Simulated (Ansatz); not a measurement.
# GaP: the cost of one run

Program: Ansatz 0.2.0. Level of theory: DFT PBE, scalar-relativistic, plane waves, PAW, unless a step names another level. These are calculated values, not measurements.

3 further runs of the same task are left out: 3 set aside as unsound or not needed.

## 1. The starting structure

It takes space group F-43m (No. 216, cubic). Conventional cell: a = 5.505 Å, b = 5.505 Å, c = 5.505 Å, α = 90.00°, β = 90.00°, γ = 90.00°. Ga (site symmetry -43m) has 4 P at 2.38 Å as nearest neighbours. Around P (site symmetry -43m) lie 4 Ga at 2.38 Å.

As a file:

```xyz
2
Lattice="0.0000 2.7526 2.7526 2.7526 0.0000 2.7526 2.7526 2.7526 0.0000" Properties=species:S:1:pos:R:3 pbc="T T T"
Ga    0.0000    0.0000    0.0000
P     1.3763    1.3763    1.3763
```

It came out lowest among 26 distinct ends of the trial cells. At a tolerance of 0.02 Å it has space group F-43m (No. 216).

## 2. A stricter relaxation, on the response runs' mesh and smearing

input.yaml reads:

```yaml
crystal:
  lattice:
    - [0.0, 2.7526493119, 2.7526493119]
    - [2.7526493119, 0.0, 2.7526493119]
    - [2.7526493119, 2.7526493119, 0.0]
  atoms:
    - { symbol: Ga, position: [0.0, 0.0, 0.0] }
    - { symbol: P, position: [0.25, 0.25, 0.25] }
basis:
  ecutwfc: 420
kpoints:
  mp_grid: { grid: [8, 8, 8] }
hamiltonian:
  xc: pbe
scf:
  occupations: { method: fixed }
output:
  forces: true
  stress: true
  eigenvalues: true
relax:
  adjacent_minimum: "off"
  f_tol: 0.001
  max_steps: 60
  cell: { stress_tol: 0.01 }
```

Launch:

```
ansatz run input.yaml --threads 3 --pin off --max-ram 7680MiB --backend cpu --events-out ev --progress --plain --runs-dir out
```

What time and memory should one allow on 3 threads of Arm Neoverse V1, shared host?

About 2.5 s, with a peak of 0.32 GiB.
